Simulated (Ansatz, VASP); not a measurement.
**One calculation of AlNi, two programs**

```
Ni Al
1.0
     2.88100    0.00000    0.00000
     0.00000    2.88100    0.00000
     0.00000    0.00000    2.88100
Ni Al
1 1
Direct
  0.50000 0.50000 0.50000
  0.00000 0.00000 0.00000
```

Alike in both runs: task relaxation of cell and atoms; functional LDA; k mesh 9 × 9 × 9; occupations fermi-dirac, width 0.05 eV; collinear spin.

|  | VASP | Ansatz |
| --- | --- | --- |
| version | VASP 6.6.1 | Ansatz 0.2.0 |
| potentials or method | VASP PAW LDA potentials, release 64 (Ni, Al), cutoff 600 eV | all-electron LAPW, scalar-relativistic |

|  | VASP | Ansatz | Ansatz less VASP |
| --- | --- | --- | --- |
| net moment per atom (μB) | 0.00 | 0.00 | 0.000 |
| relaxed volume (Å³/atom) | 11.37 | 11.35 | -0.023 |
| relaxed cell length with the largest relative difference (Å) | 2.833 | 2.831 | -0.0019 |
| energy change over the relaxation (meV/atom) | -16 | -17 | -1.3 |

Ansatz ran all-electron here, so the differences hold the error of VASP's frozen core and of both bases.

Caveats: the starting moments weren't kept (Ansatz). LDA usually gives volumes a few per cent too small. Zero-point motion and thermal expansion aren't in these numbers.
